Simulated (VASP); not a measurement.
# ZnS (F-43m) in VASP: further runs

One crystal, ZnS, is run at these levels: PBE; tasks: Born charges and dielectric tensor, optical spectrum, density of states.

Program: VASP 6.6.1. These are calculated values, not measurements. Logs are shortened: lines on timing, memory, paths and dates and some standing lists are left out, and cuts for length are marked.

**What was measured.**

“Electronic, vibrational, and thermodynamic properties of ZnS (zincblende and rocksalt structure)”, 2009, arxiv:0911.5022 quotes, for a bulk crystal of ZnS at 19 K: band gap 3.85 eV (direct).

From a printed reference work, monograph, for a bulk crystal of ZnS: high-frequency dielectric constant 5.14.

How close the calculation comes is told below.

**1. The structure**

The structure is cubic, space group F-43m (No. 216). The conventional cell has a = 5.404 Å, b = 5.404 Å, c = 5.404 Å, α = 90.00°, β = 90.00°, γ = 90.00°. Zn (site symmetry -43m) has 4 S at 2.34 Å as nearest neighbours. Around S (site symmetry -43m) lie 4 Zn at 2.34 Å.

**2. Born charges and dielectric tensor, PBE**

INCAR

```
SYSTEM = ZnS
  ALGO = Normal
  EDIFF = 1E-8
  ENCUT = 520
  GGA = PE
  IBRION = 8
  ISIF = 2
  ISMEAR = 0
  LASPH = .TRUE.
  LCHARG = .FALSE.
  LEPSILON = .TRUE.
  LREAL = .FALSE.
  LWAVE = .FALSE.
  NELM = 60
  PREC = Accurate
  SIGMA = 0.02
```

KPOINTS

```
k-points
0
G
  9 9 9
  0 0 0
```

POSCAR

```
ZnS
1.0
    0.0000000000      2.7020000000      2.7020000000
    2.7020000000      0.0000000000      2.7020000000
    2.7020000000      2.7020000000      0.0000000000
Zn S
1 1
Direct
    0.7500000000      0.7500000000      0.7500000000
    0.0000000000      0.0000000000      0.0000000000
```

Potentials or basis: VASP PAW PBE potentials, release 64 (Zn, S).

Launch:

```sh
cat potpaw_PBE.64/Zn/POTCAR potpaw_PBE.64/S/POTCAR > POTCAR
mpirun -np 1 vasp_std > vasp.out
```

OUTCAR:

```text
SYSTEM = ZnS
   EDIFF = 1E-8
   ENCUT = 520
   GGA = PE
   IBRION = 8
   ISIF = 2
   ISMEAR = 0
   LASPH = .TRUE.
   LEPSILON = .TRUE.
   LREAL = .FALSE.
   NELM = 60
   PREC = Accurate

 ion  position               nearest neighbor table
   1  0.750  0.750  0.750-   2 2.34   2 2.34   2 2.34   2 2.34
   2  0.000  0.000  0.000-   1 2.34   1 2.34   1 2.34   1 2.34

  LATTYP: Found a face centered cubic cell.
 ALAT       =     5.4040000000

  Lattice vectors:

 A1 = (   0.0000000000,   2.7020000000,   2.7020000000)
 A2 = (   2.7020000000,   0.0000000000,   2.7020000000)
 A3 = (   2.7020000000,   2.7020000000,   0.0000000000)

Analysis of symmetry for initial positions (statically):
=====================================================================
 Subroutine PRICEL returns:
 Original cell was already a primitive cell.

 Routine SETGRP: Setting up the symmetry group for a
 face centered cubic supercell.

 Subroutine GETGRP returns: Found 24 space group operations
 (whereof 24 operations were pure point group operations)
 out of a pool of 48 trial point group operations.

The static configuration has the point symmetry T_d .

Analysis of symmetry for dynamics (positions and initial velocities):
=====================================================================
 Subroutine PRICEL returns:
 Original cell was already a primitive cell.

 Routine SETGRP: Setting up the symmetry group for a
 face centered cubic supercell.

 Subroutine GETGRP returns: Found 24 space group operations
 (whereof 24 operations were pure point group operations)
 out of a pool of 48 trial point group operations.

The dynamic configuration has the point symmetry T_d .

 Subroutine INISYM returns: Found 24 space group operations
 (whereof 24 operations are pure point group operations),
 and found     1 'primitive' translations

[... 618 lines left out ...]
     0.00000 -5.58570  0.00415

 MACROSCOPIC STATIC DIELECTRIC TENSOR (including local field effects in DFT)
 ------------------------------------------------------
           5.951715    -0.000000     0.000000
          -0.000000     5.951715    -0.000000
          -0.000000    -0.000000     5.951715
 ------------------------------------------------------

 PIEZOELECTRIC TENSOR (including local field effects)  for field in x, y, z        (e  Angst)
          XX          YY          ZZ          XY          YZ          ZX
  --------------------------------------------------------------------------------
  x    -0.00000     0.00000    -0.00000     0.00000    -1.67346    -0.00000
  y     0.00000     0.00000    -0.00000    -0.00000     0.00000    -1.67346
  z     0.00000     0.00000     0.00000    -1.67346    -0.00000     0.00000

 PIEZOELECTRIC TENSOR (including local field effects)  for field in x, y, z        (C/m^2)
          XX          YY          ZZ          XY          YZ          ZX
  --------------------------------------------------------------------------------
  x    -0.00000     0.00000    -0.00000     0.00000    -0.67958    -0.00000
  y     0.00000     0.00000    -0.00000    -0.00000     0.00000    -0.67958
  z     0.00000     0.00000     0.00000    -0.67958    -0.00000     0.00000

 BORN EFFECTIVE CHARGES (including local field effects) (in |e|, cummulative output)
 ---------------------------------------------------------------------------------
 ion    1
    1     2.01007    -0.00000     0.00000
    2    -0.00000     2.01007    -0.00000
    3    -0.00000     0.00000     2.01007
 ion    2
    1    -2.01007     0.00000    -0.00000
    2     0.00000    -2.01007     0.00000
    3     0.00000    -0.00000    -2.01007

 INTERNAL STRAIN TENSOR FOR ION    2 for displacements in x,y,z  (eV/Angst):
          X           Y           Z          XY          YZ          ZX
  --------------------------------------------------------------------------------
  x     0.00000     0.00000     0.00000     0.00000    -5.58570     0.00000
  y     0.00000     0.00000     0.00000     0.00000     0.00000    -5.58570
  z     0.00000     0.00000     0.00000    -5.58570     0.00000     0.00000

 SECOND DERIVATIVES (NOT SYMMETRIZED)
 ------------------------------------
               1X          1Y          1Z          2X          2Y          2Z
  1X    -5.827694    0.000000    0.000000    5.827694    0.000000    0.000000
  1Y     0.000000   -5.827694    0.000000    0.000000    5.827694    0.000000
  1Z     0.000000    0.000000   -5.827694    0.000000    0.000000    5.827694
  2X     5.817998    0.000000    0.000000   -5.817998    0.000000    0.000000
  2Y     0.000000    5.817998    0.000000    0.000000   -5.817998    0.000000
  2Z     0.000000    0.000000    5.817998    0.000000    0.000000   -5.817998

 Eigenvectors and eigenvalues of the dynamical matrix
 ----------------------------------------------------

   1 f  =    8.131727 THz    51.093150 2PiTHz  271.245230 cm-1    33.630107 meV
             X         Y         Z           dx          dy          dz
      4.053000  4.053000  4.053000    -0.573932    0.000000    0.000000
      0.000000  0.000000  0.000000     0.818903    0.000000    0.000000
[... 21 lines left out ...]
   6 f/i=    0.003182 THz     0.019994 2PiTHz    0.106146 cm-1     0.013160 meV
             X         Y         Z           dx          dy          dz
      4.053000  4.053000  4.053000     0.000000    0.000000    0.818903
      0.000000  0.000000  0.000000     0.000000    0.000000    0.573932

--------------------------------------------------------------------------------------------------------

 MACROSCOPIC STATIC DIELECTRIC TENSOR IONIC CONTRIBUTION
 ------------------------------------------------------
           3.182478    -0.000000     0.000000
          -0.000000     3.182478    -0.000000
           0.000000    -0.000000     3.182478
 ------------------------------------------------------

 ELASTIC MODULI CONTR FROM IONIC RELAXATION (kBar)
 Direction    XX          YY          ZZ          XY          YZ          ZX
 --------------------------------------------------------------------------------
 XX          -0.0000      0.0000      0.0000      0.0000      0.0000      0.0000
 YY           0.0000     -0.0000      0.0000      0.0000      0.0000     -0.0000
 ZZ           0.0000      0.0000     -0.0000      0.0000      0.0000      0.0000
 XY           0.0000      0.0000      0.0000   -217.3808      0.0000      0.0000
 YZ           0.0000      0.0000      0.0000      0.0000   -217.3808      0.0000
 ZX           0.0000     -0.0000      0.0000      0.0000      0.0000   -217.3808
 --------------------------------------------------------------------------------

 PIEZOELECTRIC TENSOR IONIC CONTR  for field in x, y, z        (C/m^2)
          XX          YY          ZZ          XY          YZ          ZX
  --------------------------------------------------------------------------------
  x    -0.00000    -0.00000    -0.00000     0.00000     0.78265    -0.00000
  y     0.00000     0.00000     0.00000    -0.00000    -0.00000     0.78265
  z     0.00000     0.00000    -0.00000     0.78265    -0.00000     0.00000
```

It took 7.7 min on 1 thread of Intel Xeon Platinum 8488C (Sapphire Rapids), shared host; peak memory 0.3 GiB.

Results:

```
Band gap on the k mesh                                  : 2.11 eV, direct
Electronic dielectric tensor (diagonal)                 : 5.95
Born charges (mean of the diagonal)                     : Zn +2.01; S -2.01 e
Highest phonon frequency at Γ, LO-TO splitting left out : 271 cm⁻¹
```

Levels at points of the mesh, in eV from the valence-band top:
```tsv
k point	band 7	band 8	band 9	band 10	band 11	band 12
(0.00, 0.00, 0.00)	0.00	0.00	0.00	2.11	6.40	6.40
```

Phonon frequencies in cm⁻¹ (negative: imaginary):
```tsv
q point	frequencies
(0.000, 0.000, 0.000)	0 0 0 271 271 271
```

Electronic dielectric tensor:
```
5.95 0.00 0.00
0.00 5.95 0.00
0.00 0.00 5.95
```

Born effective charge tensors (e):
atom 1, Zn
```
2.01 0.00 0.00
0.00 2.01 0.00
0.00 0.00 2.01
```
atom 2, S
```
-2.01  0.00  0.00
 0.00 -2.01  0.00
 0.00  0.00 -2.01
```

[end of part 1 of 3]
